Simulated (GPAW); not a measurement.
A calculation with GPAW 26.7.0 of TiAl (ASE script, structure typed inline):

Contents of run.py:

```python
from ase import Atoms
from ase.dft.bandgap import bandgap
from ase.io import write
from ase.units import Bohr, GPa
from gpaw import GPAW, PW
from gpaw.elf import elf_from_dft_calculation

atoms = Atoms(['Ti', 'Al'],
              cell=[[3.179064, 0.0, 0.0],
                    [0.0, 3.179064, 0.0],
                    [0.0, 0.0, 3.179064]],
              scaled_positions=[[0.0, 0.0, 0.0],
                                [0.5, 0.5, 0.5]],
              pbc=True)

calc = GPAW(mode=PW(600),
            xc='PBE',
            kpts={'size': (8, 8, 8), 'gamma': True},
            occupations={'name': 'fermi-dirac', 'width': 0.05},
            nbands=17,
            convergence={'density': 1e-05, 'energy': 1e-05},
            maxiter=150,
            txt='gpaw.txt')
atoms.calc = calc
energy = atoms.get_potential_energy()
forces = atoms.get_forces()
stress = atoms.get_stress()
calc.write('gs.gpw')
write('result.traj', atoms)
print(f'Energy: {energy:.6f} eV')
print('Forces (eV/A):')
print(forces.round(4))
print('Stress (GPa):', (stress / GPa).round(3))
print('Fermi level:', round(calc.get_fermi_level(), 4), 'eV')
print(f'Gap: {bandgap(calc)[0]:.4f} eV, direct: {bandgap(calc, direct=True)[0]:.4f} eV')

# fields on the real-space grid
write('density.cube', atoms, data=calc.get_pseudo_density() * Bohr**3)
write('potential.cube', atoms, data=calc.get_electrostatic_potential())
write('elf.cube', atoms, data=elf_from_dft_calculation(calc).data)
```

Potentials or basis: GPAW PAW data sets (gpaw-data 1.2.1), pw.

Command:

```bash
$ OMP_NUM_THREADS=1 python run.py
```

The cell comes from a database or a generator and needn't be the stable form of this composition.

Task: Write the same calculation in another form: native input, structure from a POSCAR.

Result: As run:

File run.py:

```python
from ase.io import read
from gpaw import PW
from gpaw.dft import DFT

atoms = read('POSCAR')

dft = DFT(atoms,
          mode=PW(600),
          xc='PBE',
          kpts={'size': (8, 8, 8), 'gamma': True},
          occupations={'name': 'fermi-dirac', 'width': 0.05},
          nbands=17,
          convergence={'density': 1e-05, 'energy': 1e-05},
          maxiter=150,
          txt='gpaw.txt')
print(f'Energy: {dft.calculate_energy():.6f} eV')
print('Forces (eV/A):')
print(dft.calculate_forces().round(4))
print('Stress (eV/A^3):', dft.calculate_stress().round(6))
dft.write_gpw_file('gs.gpw')
```

The input POSCAR:

```
TiAl
1.0
    3.1790640000      0.0000000000      0.0000000000
    0.0000000000      3.1790640000      0.0000000000
    0.0000000000      0.0000000000      3.1790640000
Ti Al
1 1
Direct
    0.0000000000      0.0000000000      0.0000000000
    0.5000000000      0.5000000000      0.5000000000
```

Potentials or basis: GPAW PAW data sets (gpaw-data 1.2.1), pw.

Launch:

```sh
$ OMP_NUM_THREADS=1 python run.py
```

Both were run:

|  | ASE script, structure typed inline | native input, structure from a POSCAR |
| --- | --- | --- |
| Pressure | 0.7 GPa | 0.7 GPa |
| Band gap on the k mesh | none (metal or under the smearing width) | none (metal or under the smearing width) |

Keys that steer only the numerical path or the files written may differ.
